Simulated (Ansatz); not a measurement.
**Ni (Fm-3m): equation of state**

Aim: the bulk modulus of Ni (Fm-3m) from energies at several volumes around the relaxed one.

Computed with Ansatz 0.2.0 (DFT PBE, scalar-relativistic, plane waves, PAW, unless a step's input says otherwise).

Spin polarisation is switched off on purpose; where the compound carries moments, volume, stiffness and gap are then not the real material's.

## (1) The structure to begin with

The structure is cubic, space group Fm-3m (No. 225). The conventional cell has a = 3.511 Å, b = 3.511 Å, c = 3.511 Å, α = 90.00°, β = 90.00°, γ = 90.00°. Around Ni (site symmetry m-3m) lie 12 Ni at 2.48 Å.

Structure file:

```cif
data_structure
_symmetry_space_group_name_H-M 'Fm-3m'
_symmetry_Int_Tables_number 225
_cell_length_a 3.5109
_cell_length_b 3.5109
_cell_length_c 3.5109
_cell_angle_alpha 90.000
_cell_angle_beta 90.000
_cell_angle_gamma 90.000
_cell_volume 43.28
loop_
_atom_site_label
_atom_site_type_symbol
_atom_site_symmetry_multiplicity
_atom_site_Wyckoff_symbol
_atom_site_fract_x
_atom_site_fract_y
_atom_site_fract_z
_atom_site_occupancy
Ni1 Ni 4 a 0.00000 0.00000 0.00000 1
```

An earlier run at PBE left this cell at 10.819 Å³/atom and 0.00 GPa (22×22×22 mesh).

Volume factors to run: 0.980, 1.020, 0.960, 1.040.

## (2) Volume × 0.980

Input file input.yaml:

```yaml
crystal:
  lattice:
    - [0.0, 1.743650503, 1.743650503]
    - [1.743650503, 0.0, 1.743650503]
    - [1.743650503, 1.743650503, 0.0]
  atoms:
    - { symbol: Ni, position: [0.0, 0.0, 0.0] }
basis:
  ecutwfc: 420
  ecutrho_ratio: 4
kpoints:
  mp_grid: { grid: [22, 22, 22] }
hamiltonian:
  xc: pbe
scf:
  occupations: { method: gaussian, width: 0.05 }
output:
  forces: true
  stress: true
  eigenvalues: true
```

Run with:

```console
> ansatz run input.yaml --threads 1 --pin off --max-ram 2560MiB --backend cpu --events-out ev --progress --plain --runs-dir out
```

What it wrote:

```text
Warning: RAYON_NUM_THREADS=1 ignored (pool sized by the plan → 1); use --threads N
Engine: ansatz 0.2.0, x86_64-unknown-linux-gnu
Pseudopotentials: kind: paw
Pseudopotential: Ni, paw, valence charge 18, recommended cutoff 420 eV (normal), Ni.paw.azcp
Functional definition: PBE
  parameter kappa = 0.804
  parameter beta = 0.06672455060314922
  exchange = pbe_x(kappa = kappa, mu = beta*pi^2/3)
  correlation = pbe_c(beta = beta)
Crystal: 1 atoms, lattice volume = 10.603 Å³
Basis set: ecut = 420 eV, 181 PW (Γ), exchange–correlation on 36×36×36 points (8 copies of the dense FFT grid, shifted against one another)
Bands: 13, of which v1, the nominal top of the filled ones, is band 9 counted from 1 (8 counted from 0)
Symmetry: 48 space group operations
Space group: Fm-3m (ITA 225), of the structure as read, at distance tolerance 2.2e-5 Å
k-points: 328 of 10648
Non-local potential: Ni, projectors of the file, l = 0: 3, l = 1: 2, l = 2: 3, l = 3: 1
PAW form: soft (Blöchl's): semilocal exchange-correlation on the pseudo side does not see the compensation charge
PAW one-centre angular grid: Ni, 590 points (default); XC on 64 Gauss nodes
Initial density: superposition of atomic densities (neutral atoms: chi_scale 0, normalization atom), corrected by the library's trained network
Initial wavefunctions: pseudopotential atomic-orbital guess
Functional: x = pbe(κ = 0.804, μ = 0.2195149727645171), c = pbe(β = 0.06672455060314922)
SCF iter   1: F=—  HF=-5839.659009 eV  |F-HF|=—  |Δ(HF+E_count)|=         —  Δρ=4.19e-3  dr2=2.35e-4  ethr=1.77e-3  ⟨swp⟩=5.7  Hψ=23498  notcnv=0
preconditioner: auto → none  [metal: Δε(μ)=0.004 eV  Ē_g=14.504 eV  σ=0.050 eV  W_gap=0.05  n_scr=0 (ndim 8)  ℏωp=36.1 eV  f_vac=0.000  D(μ)=4.59/eV (n_scr^D=136)]
SCF iter   2: F=—  HF=-5839.658935 eV  |F-HF|=—  |Δ(HF+E_count)|=   7.42e-5  Δρ=2.04e-3  dr2=7.37e-5  ethr=1.30e-6  ⟨swp⟩=2.0  Hψ=8174  notcnv=0
SCF iter   3: F=—  HF=-5839.658949 eV  |F-HF|=—  |Δ(HF+E_count)|=   1.40e-5  Δρ=7.59e-4  dr2=3.22e-5  ethr=4.10e-7  ⟨swp⟩=2.0  Hψ=5849  notcnv=0
SCF iter   4: F=—  HF=-5839.658943 eV  |F-HF|=—  |Δ(HF+E_count)|=   6.22e-6  Δρ=2.95e-4  dr2=4.83e-6  ethr=1.79e-7  ⟨swp⟩=1.0  Hψ=4306  notcnv=0
iter 5 did not close the SCF: its close was put off for the readings that it lacked (scf_convergence_deferred on its scf_iter line)
SCF iter   5: F=-5839.658942 eV  HF=-5839.658942 eV  |F-HF|=7.29e-8  |Δ(HF+E_count)|=   1.01e-6  Δρ=4.33e-5  dr2=9.22e-8  ethr=2.68e-8  ⟨swp⟩=2.2  Hψ=5759  notcnv=0
SCF iter   6: F=-5839.658942 eV  HF=-5839.658942 eV  |F-HF|=2.27e-8  |Δ(HF+E_count)|=   2.33e-9  Δρ=2.09e-5  dr2=2.34e-8  ethr=5.12e-10  ⟨swp⟩=3.0  Hψ=15171  notcnv=0
SCF 1 converged in 6 iterations: F = -5839.658942 eV  dr2 = 2.34e-8
SCF converged after 6 iterations
Free energy (F): -5839.658942 eV
Harris-Foulkes:  -5839.658942 eV  (|F-HF|=2.27e-8)
Internal energy: -5839.653183 eV  (E = F + TS)
E sigma→0 (E₀):  -5839.656062 eV
Entropy (-TS):   -0.005759 eV (-5.759 meV/atom)
Fermi energy:    18.574037 eV
--- Per-component energies (eV) ---
  E_band       = -274.123719
  E_kinetic    = 282.828338
  E_local      = -3395.057440  (includes V_loc(G=0)·N_el)
  E_nonlocal   = 635.476133
  E_hartree    = 1418.637407
  E_xc         = -85.057095
  E_vxc        = -109.700405  (∫ρ·V_xc dr)
  E_paw        = -1629.552591  (= ΣΔE_a)
  E_vpaw       = -524.957399  (= ΣTr[D̂ρ^β])
  E_aug_tail   = 0.000588  (compensation charges beyond the density's cutoff)
  E_ewald      = -3066.928524
  E_smearing   = -0.005759  (= −TS)
  E_closure    = 0.000000  (closes the sum)
  Σ components = -5839.658942   (vs F -5839.658942, Δ=0.00e0)
--- Forces (eV/Å), atoms counted from 1 ---
  atom   1  Ni    -0.00000000     0.00000000     0.00000000
  max |Σ_I F_I| component: 1.56e-31 eV/Å
--- Stress (GPa, compression-positive) ---
        4.322062       0.000000      -0.000000
        0.000000       4.322062       0.000000
       -0.000000      -0.000000       4.322062
  P = ⅓ Tr σ = 4.3221 GPa (43.221 kbar)
--- Band table (eV; the first three rows and the last of 328) ---
  k-point 0: bands = ["-84.4995", "-44.7542", "-44.7542", "-44.7542", "9.4541", "16.6476", "16.6476", "16.6476", "17.8028", "17.8028", "42.3996", "46.6433", "46.6433"]
  k-point 1: bands = ["-84.4987", "-44.7592", "-44.7549", "-44.7549", "9.5369", "16.6238", "16.6673", "16.6673", "17.7940", "17.7940", "42.1908", "45.4026", "46.4262"]
  k-point 2: bands = ["-84.4965", "-44.7739", "-44.7570", "-44.7570", "9.7827", "16.5566", "16.7212", "16.7212", "17.7729", "17.7729", "41.1755", "44.0185", "45.9628"]
  k-point 327: bands = ["-84.4485", "-44.9257", "-44.9058", "-44.8474", "15.0198", "15.6862", "16.1207", "17.7395", "18.7714", "26.0006", "27.3874", "28.9089", "30.2127"]
```

It took 3.1 s on 1 thread of AMD EPYC 7R43 (Zen 3), shared host; peak memory 0.38 GiB.

Read off: volume 10.603 Å³/atom, pressure 4.32 GPa, no gap.

## (3) Volume × 1.020

input.yaml: that of step 2 with these lines changed.

```diff
@@ -2,5 +2,5 @@
   lattice:
-    - [0.0, 1.743650503, 1.743650503]
-    - [1.743650503, 0.0, 1.743650503]
-    - [1.743650503, 1.743650503, 0.0]
+    - [0.0, 1.7670580009, 1.7670580009]
+    - [1.7670580009, 0.0, 1.7670580009]
+    - [1.7670580009, 1.7670580009, 0.0]
   atoms:
```

Run with:

```console
> ansatz run input.yaml --threads 1 --pin off --max-ram 2560MiB --backend cpu --events-out ev --progress --plain --runs-dir out
```

What it wrote:

```text
Warning: RAYON_NUM_THREADS=1 ignored (pool sized by the plan → 1); use --threads N
[... 8 set-up lines as earlier in the session ...]
Crystal: 1 atoms, lattice volume = 11.035 Å³
Basis set: ecut = 420 eV, 181 PW (Γ), exchange–correlation on 36×36×36 points (8 copies of the dense FFT grid, shifted against one another)
Bands: 13, of which v1, the nominal top of the filled ones, is band 9 counted from 1 (8 counted from 0)
[... 2 set-up lines as earlier in the session ...]
k-points: 328 of 10648
[... 6 set-up lines as earlier in the session ...]
SCF iter   1: F=—  HF=-5839.659252 eV  |F-HF|=—  |Δ(HF+E_count)|=         —  Δρ=4.18e-3  dr2=3.02e-4  ethr=1.77e-3  ⟨swp⟩=5.7  Hψ=23475  notcnv=0
preconditioner: auto → none  [metal: Δε(μ)=0.004 eV  Ē_g=14.061 eV  σ=0.050 eV  W_gap=0.05  n_scr=0 (ndim 8)  ℏωp=35.3 eV  f_vac=0.000  D(μ)=4.85/eV (n_scr^D=136)]
SCF iter   2: F=—  HF=-5839.659153 eV  |F-HF|=—  |Δ(HF+E_count)|=   9.89e-5  Δρ=1.99e-3  dr2=7.95e-5  ethr=1.68e-6  ⟨swp⟩=2.0  Hψ=8092  notcnv=0
SCF iter   3: F=—  HF=-5839.659162 eV  |F-HF|=—  |Δ(HF+E_count)|=   8.57e-6  Δρ=6.28e-4  dr2=2.30e-5  ethr=4.42e-7  ⟨swp⟩=2.1  Hψ=5824  notcnv=0
SCF iter   4: F=—  HF=-5839.659158 eV  |F-HF|=—  |Δ(HF+E_count)|=   3.60e-6  Δρ=3.42e-4  dr2=6.81e-6  ethr=1.28e-7  ⟨swp⟩=1.0  Hψ=4264  notcnv=0
SCF iter   5: F=—  HF=-5839.659157 eV  |F-HF|=—  |Δ(HF+E_count)|=   1.39e-6  Δρ=5.54e-5  dr2=1.60e-7  ethr=3.78e-8  ⟨swp⟩=2.1  Hψ=5669  notcnv=0
SCF iter   6: F=-5839.659157 eV  HF=-5839.659157 eV  |F-HF|=7.39e-8  |Δ(HF+E_count)|=   1.18e-8  Δρ=3.69e-5  dr2=7.66e-8  ethr=5.56e-10  ⟨swp⟩=4.7  Hψ=16509  notcnv=0
SCF 1 converged in 6 iterations: F = -5839.659157 eV  dr2 = 7.66e-8
SCF converged after 6 iterations
Free energy (F): -5839.659157 eV
Harris-Foulkes:  -5839.659157 eV  (|F-HF|=7.39e-8)
Internal energy: -5839.653059 eV  (E = F + TS)
E sigma→0 (E₀):  -5839.656108 eV
Entropy (-TS):   -0.006098 eV (-6.098 meV/atom)
Fermi energy:    17.648568 eV
--- Per-component energies (eV) ---
  E_band       = -289.022911
  E_kinetic    = 282.040806
  E_local      = -3461.271325  (includes V_loc(G=0)·N_el)
  E_nonlocal   = 635.902002
  E_hartree    = 1444.583432
  E_xc         = -84.642086
  E_vxc        = -109.135768  (∫ρ·V_xc dr)
  E_paw        = -1629.964186  (= ΣΔE_a)
  E_vpaw       = -525.747285  (= ΣTr[D̂ρ^β])
  E_aug_tail   = 0.000468  (compensation charges beyond the density's cutoff)
  E_ewald      = -3026.302170
  E_smearing   = -0.006098  (= −TS)
  E_closure    = -0.000000  (closes the sum)
  Σ components = -5839.659157   (vs F -5839.659157, Δ=0.00e0)
--- Forces (eV/Å), atoms counted from 1 ---
  atom   1  Ni    -0.00000000    -0.00000000    -0.00000000
  max |Σ_I F_I| component: 5.34e-32 eV/Å
--- Stress (GPa, compression-positive) ---
       -3.844482       0.000000      -0.000000
        0.000000      -3.844482      -0.000000
       -0.000000       0.000000      -3.844482
  P = ⅓ Tr σ = -3.8445 GPa (-38.445 kbar)
--- Band table (eV; the first three rows and the last of 328) ---
  k-point 0: bands = ["-85.3451", "-45.6184", "-45.6184", "-45.6184", "8.8146", "15.8339", "15.8339", "15.8339", "16.9217", "16.9217", "41.1515", "45.0905", "45.0905"]
  k-point 1: bands = ["-85.3445", "-45.6228", "-45.6191", "-45.6191", "8.8949", "15.8116", "15.8525", "15.8525", "16.9136", "16.9136", "40.9239", "43.8645", "44.8589"]
  k-point 2: bands = ["-85.3426", "-45.6354", "-45.6209", "-45.6209", "9.1336", "15.7488", "15.9033", "15.9033", "16.8940", "16.8940", "39.8261", "42.5952", "44.3840"]
  k-point 327: bands = ["-85.3026", "-45.7666", "-45.7495", "-45.6991", "14.3054", "14.9273", "15.3376", "16.8645", "17.8332", "24.8690", "26.2183", "27.7079", "28.8547"]
```

It took 3.5 s on 1 thread of AMD EPYC 7R43 (Zen 3), shared host; peak memory 0.39 GiB.

In short: volume 11.035 Å³/atom, pressure -3.84 GPa, no gap.

## (4) Scaling the volume by 0.960

input.yaml: that of step 3 with these lines changed.

```diff
@@ -2,5 +2,5 @@
   lattice:
-    - [0.0, 1.7670580009, 1.7670580009]
-    - [1.7670580009, 0.0, 1.7670580009]
-    - [1.7670580009, 1.7670580009, 0.0]
+    - [0.0, 1.7317073165, 1.7317073165]
+    - [1.7317073165, 0.0, 1.7317073165]
+    - [1.7317073165, 1.7317073165, 0.0]
   atoms:
```

Run with:

```console
> ansatz run input.yaml --threads 1 --pin off --max-ram 2560MiB --backend cpu --events-out ev --progress --plain --runs-dir out
```

What it wrote:

```text
Warning: RAYON_NUM_THREADS=1 ignored (pool sized by the plan → 1); use --threads N
[... 8 set-up lines as earlier in the session ...]
Crystal: 1 atoms, lattice volume = 10.386 Å³
Basis set: ecut = 420 eV, 181 PW (Γ), exchange–correlation on 36×36×36 points (8 copies of the dense FFT grid, shifted against one another)
Bands: 13, of which v1, the nominal top of the filled ones, is band 9 counted from 1 (8 counted from 0)
[... 2 set-up lines as earlier in the session ...]
k-points: 328 of 10648
[... 6 set-up lines as earlier in the session ...]
SCF iter   1: F=—  HF=-5839.649946 eV  |F-HF|=—  |Δ(HF+E_count)|=         —  Δρ=4.26e-3  dr2=2.24e-4  ethr=1.77e-3  ⟨swp⟩=5.7  Hψ=23465  notcnv=0
preconditioner: auto → none  [metal: Δε(μ)=0.004 eV  Ē_g=14.738 eV  σ=0.050 eV  W_gap=0.05  n_scr=0 (ndim 8)  ℏωp=36.4 eV  f_vac=0.000  D(μ)=4.46/eV (n_scr^D=112)]
SCF iter   2: F=—  HF=-5839.649880 eV  |F-HF|=—  |Δ(HF+E_count)|=   6.63e-5  Δρ=2.10e-3  dr2=7.20e-5  ethr=1.24e-6  ⟨swp⟩=2.0  Hψ=8527  notcnv=0
SCF iter   3: F=—  HF=-5839.649897 eV  |F-HF|=—  |Δ(HF+E_count)|=   1.66e-5  Δρ=8.41e-4  dr2=3.73e-5  ethr=4.00e-7  ⟨swp⟩=2.0  Hψ=5924  notcnv=0
SCF iter   4: F=—  HF=-5839.649889 eV  |F-HF|=—  |Δ(HF+E_count)|=   8.05e-6  Δρ=2.82e-4  dr2=4.21e-6  ethr=2.07e-7  ⟨swp⟩=1.5  Hψ=5044  notcnv=0
SCF iter   5: F=—  HF=-5839.649888 eV  |F-HF|=—  |Δ(HF+E_count)|=   9.30e-7  Δρ=5.82e-5  dr2=1.66e-7  ethr=2.34e-8  ⟨swp⟩=2.0  Hψ=5751  notcnv=0
SCF iter   6: F=-5839.649888 eV  HF=-5839.649888 eV  |F-HF|=5.16e-8  |Δ(HF+E_count)|=   1.19e-8  Δρ=3.04e-5  dr2=4.66e-8  ethr=5.56e-10  ⟨swp⟩=4.6  Hψ=16267  notcnv=0
SCF 1 converged in 6 iterations: F = -5839.649888 eV  dr2 = 4.66e-8
SCF converged after 6 iterations
Free energy (F): -5839.649888 eV
Harris-Foulkes:  -5839.649888 eV  (|F-HF|=5.16e-8)
Internal energy: -5839.644298 eV  (E = F + TS)
E sigma→0 (E₀):  -5839.647093 eV
Entropy (-TS):   -0.005590 eV (-5.590 meV/atom)
Fermi energy:    19.066163 eV
--- Per-component energies (eV) ---
  E_band       = -266.207737
  E_kinetic    = 283.262631
  E_local      = -3360.755402  (includes V_loc(G=0)·N_el)
  E_nonlocal   = 635.277587
  E_hartree    = 1405.279487
  E_xc         = -85.276140
  E_vxc        = -109.998248  (∫ρ·V_xc dr)
  E_paw        = -1629.352544  (= ΣΔE_a)
  E_vpaw       = -524.570172  (= ΣTr[D̂ρ^β])
  E_aug_tail   = 0.000506  (compensation charges beyond the density's cutoff)
  E_ewald      = -3088.080423
  E_smearing   = -0.005590  (= −TS)
  E_closure    = -0.000000  (closes the sum)
  Σ components = -5839.649888   (vs F -5839.649888, Δ=0.00e0)
--- Forces (eV/Å), atoms counted from 1 ---
  atom   1  Ni    -0.00000000     0.00000000     0.00000000
  max |Σ_I F_I| component: 6.57e-32 eV/Å
--- Stress (GPa, compression-positive) ---
        9.181779       0.000000       0.000000
        0.000000       9.181779       0.000000
        0.000000       0.000000       9.181779
  P = ⅓ Tr σ = 9.1818 GPa (91.818 kbar)
--- Band table (eV; the first three rows and the last of 328) ---
  k-point 0: bands = ["-84.0503", "-44.2944", "-44.2944", "-44.2944", "9.7961", "17.0795", "17.0795", "17.0795", "18.2709", "18.2709", "43.0567", "47.4591", "47.4591"]
  k-point 1: bands = ["-84.0494", "-44.2998", "-44.2952", "-44.2952", "9.8801", "17.0548", "17.0998", "17.0998", "18.2619", "18.2619", "42.8569", "46.2078", "47.2469"]
  k-point 2: bands = ["-84.0469", "-44.3156", "-44.2974", "-44.2974", "10.1298", "16.9853", "17.1553", "17.1553", "18.2399", "18.2399", "41.8847", "44.7707", "46.7924"]
  k-point 327: bands = ["-83.9943", "-44.4792", "-44.4577", "-44.3947", "15.3984", "16.0890", "16.5365", "18.2043", "19.2705", "26.6030", "28.0093", "29.5459", "30.9339"]
```

It took 3.3 s on 1 thread of AMD EPYC 7R43 (Zen 3), shared host; peak memory 0.38 GiB.

Result: volume 10.386 Å³/atom, pressure 9.18 GPa, a metal on this mesh.

## (5) At 1.040 of the relaxed volume

input.yaml: that of step 4 with these lines changed.

```diff
@@ -2,5 +2,5 @@
   lattice:
-    - [0.0, 1.7317073165, 1.7317073165]
-    - [1.7317073165, 0.0, 1.7317073165]
-    - [1.7317073165, 1.7317073165, 0.0]
+    - [0.0, 1.778532725, 1.778532725]
+    - [1.778532725, 0.0, 1.778532725]
+    - [1.778532725, 1.778532725, 0.0]
   atoms:
```

Run with:

```console
> ansatz run input.yaml --threads 1 --pin off --max-ram 2560MiB --backend cpu --events-out ev --progress --plain --runs-dir out
```

What it wrote:

```text
Warning: RAYON_NUM_THREADS=1 ignored (pool sized by the plan → 1); use --threads N
[... 8 set-up lines as earlier in the session ...]
Crystal: 1 atoms, lattice volume = 11.252 Å³
Basis set: ecut = 420 eV, 229 PW (Γ), exchange–correlation on 36×36×36 points (8 copies of the dense FFT grid, shifted against one another)
Bands: 13, of which v1, the nominal top of the filled ones, is band 9 counted from 1 (8 counted from 0)
[... 2 set-up lines as earlier in the session ...]
k-points: 328 of 10648
[... 6 set-up lines as earlier in the session ...]
SCF iter   1: F=—  HF=-5839.651719 eV  |F-HF|=—  |Δ(HF+E_count)|=         —  Δρ=4.27e-3  dr2=3.62e-4  ethr=1.77e-3  ⟨swp⟩=5.7  Hψ=23264  notcnv=0
preconditioner: auto → none  [metal: Δε(μ)=0.004 eV  Ē_g=13.852 eV  σ=0.050 eV  W_gap=0.04  n_scr=0 (ndim 8)  ℏωp=35.0 eV  f_vac=0.000  D(μ)=4.99/eV (n_scr^D=136)]
SCF iter   2: F=—  HF=-5839.651614 eV  |F-HF|=—  |Δ(HF+E_count)|=   1.06e-4  Δρ=1.99e-3  dr2=8.52e-5  ethr=2.01e-6  ⟨swp⟩=2.0  Hψ=8166  notcnv=0
SCF iter   3: F=—  HF=-5839.651622 eV  |F-HF|=—  |Δ(HF+E_count)|=   8.06e-6  Δρ=5.47e-4  dr2=1.80e-5  ethr=4.74e-7  ⟨swp⟩=2.3  Hψ=5887  notcnv=0
SCF iter   4: F=—  HF=-5839.651619 eV  |F-HF|=—  |Δ(HF+E_count)|=   2.41e-6  Δρ=3.39e-4  dr2=6.85e-6  ethr=1.00e-7  ⟨swp⟩=1.0  Hψ=4265  notcnv=0
SCF iter   5: F=—  HF=-5839.651618 eV  |F-HF|=—  |Δ(HF+E_count)|=   1.34e-6  Δρ=5.07e-5  dr2=1.42e-7  ethr=3.80e-8  ⟨swp⟩=2.1  Hψ=5634  notcnv=0
SCF iter   6: F=-5839.651618 eV  HF=-5839.651618 eV  |F-HF|=7.37e-8  |Δ(HF+E_count)|=   1.33e-8  Δρ=3.65e-5  dr2=7.85e-8  ethr=5.56e-10  ⟨swp⟩=4.7  Hψ=16211  notcnv=0
SCF 1 converged in 6 iterations: F = -5839.651618 eV  dr2 = 7.85e-8
SCF converged after 6 iterations
Free energy (F): -5839.651618 eV
Harris-Foulkes:  -5839.651618 eV  (|F-HF|=7.37e-8)
Internal energy: -5839.645351 eV  (E = F + TS)
E sigma→0 (E₀):  -5839.648484 eV
Entropy (-TS):   -0.006267 eV (-6.267 meV/atom)
Fermi energy:    17.212820 eV
--- Per-component energies (eV) ---
  E_band       = -296.043979
  E_kinetic    = 281.683873
  E_local      = -3493.260760  (includes V_loc(G=0)·N_el)
  E_nonlocal   = 636.129638
  E_hartree    = 1457.198784
  E_xc         = -84.445018
  E_vxc        = -108.867504  (∫ρ·V_xc dr)
  E_paw        = -1630.175190  (= ΣΔE_a)
  E_vpaw       = -526.148910  (= ΣTr[D̂ρ^β])
  E_aug_tail   = 0.000419  (compensation charges beyond the density's cutoff)
  E_ewald      = -3006.777097
  E_smearing   = -0.006267  (= −TS)
  E_closure    = 0.000000  (closes the sum)
  Σ components = -5839.651618   (vs F -5839.651618, Δ=0.00e0)
--- Forces (eV/Å), atoms counted from 1 ---
  atom   1  Ni    -0.00000000     0.00000000    -0.00000000
  max |Σ_I F_I| component: 1.11e-31 eV/Å
--- Stress (GPa, compression-positive) ---
       -7.259854       0.000000       0.000000
        0.000000      -7.259854       0.000000
       -0.000000      -0.000000      -7.259854
  P = ⅓ Tr σ = -7.2599 GPa (-72.599 kbar)
--- Band table (eV; the first three rows and the last of 328) ---
  k-point 0: bands = ["-85.7436", "-46.0253", "-46.0253", "-46.0253", "8.5152", "15.4501", "15.4501", "15.4501", "16.5066", "16.5066", "40.5573", "44.3287", "44.3287"]
  k-point 1: bands = ["-85.7430", "-46.0292", "-46.0258", "-46.0258", "8.5943", "15.4285", "15.4682", "15.4682", "16.4988", "16.4988", "40.3211", "43.1344", "44.1045"]
  k-point 2: bands = ["-85.7413", "-46.0409", "-46.0275", "-46.0275", "8.8296", "15.3676", "15.5176", "15.5176", "16.4798", "16.4798", "39.1817", "41.9202", "43.6316"]
  k-point 327: bands = ["-85.7048", "-46.1631", "-46.1472", "-46.1003", "13.9679", "14.5692", "14.9683", "16.4522", "17.3915", "24.3366", "25.6678", "27.1412", "28.2147"]
```

It took 3.2 s on 1 thread of AMD EPYC 7R43 (Zen 3), shared host; peak memory 0.39 GiB.

Result: volume 11.252 Å³/atom, pressure -7.26 GPa, metallic.

## (6) The fit

Energies have the smearing extrapolated to zero and count from the lowest point.

```tsv
volume (Å³/atom)	energy (meV/atom)	pressure (GPa)	gap (eV)
10.386	11.75	9.18	metal
10.603	2.78	4.32	metal
10.819	0.00	0.00	metal
11.035	2.73	-3.84	metal
11.252	10.35	-7.26	metal
```

volume (Å³/atom), energy (meV/atom) and a bar:
```
    10.39       11.7 ##############################
    10.60        2.8 #######
    10.82        0.0 
    11.04        2.7 #######
    11.25       10.4 ##########################
```

## (7) Outcome

| quantity | value |
| --- | --- |
| V0 | 10.816 Å³/atom |
| B0 | 204 GPa |
| B0′ | 4.9 |
| scatter of the fit | 0.000 meV/atom |

**Reading.** The fitted minimum lies at 10.82 Å³/atom, and the bulk modulus is 204 GPa, a stiff solid. One per cent of compression takes about 2.0 GPa. These are values at 0 K without zero-point motion. Spin polarisation wasn't allowed in this run.

Real Ni is ferromagnetic; without spin these runs don't describe its ground state.
